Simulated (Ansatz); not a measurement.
InN (wurtzite)

```yaml
crystal:
  lattice:
    - [3.58053, 0.00000, 0.00000]
    - [-1.79026, 3.10083, 0.00000]
    - [0.00000, 0.00000, 5.78779]
  atoms:
    - { symbol: In, position: [0.66667, 0.33333, 0.50197] }
    - { symbol: In, position: [0.33333, 0.66667, 0.00197] }
    - { symbol: N, position: [0.66667, 0.33333, 0.12323] }
    - { symbol: N, position: [0.33333, 0.66667, 0.62323] }
```

Equation-of-state scan: isotropic scaling of the cell above, V₀ being its volume. The atoms relax within the cell's symmetry.

Method: PBE (plane waves to 420 eV, PAW, scalar-relativistic; Ansatz, a first-principles code). k mesh 11×11×6 (Γ-centred), Fermi-Dirac smearing 0.05 eV. Compression counts positive. At this level the bands of InN touch or barely overlap; measurements give the solid a gap. InN was relaxed with its symmetry unable to fall.

At one point of the scan the stress tensor (GPa) is:

```
   -6.2      0.0      0.0
    0.0     -6.2      0.0
    0.0      0.0     -6.1
```

Q: Which point is it?
A. V/V₀ = 1.030
B. V/V₀ = 1.045
C. V/V₀ = 1.015
D. V/V₀ = 1.060

A: D, V/V₀ = 1.060

(A scan under strain: stresses follow from slopes of the energy per volume, elastic moduli from its curvatures.)
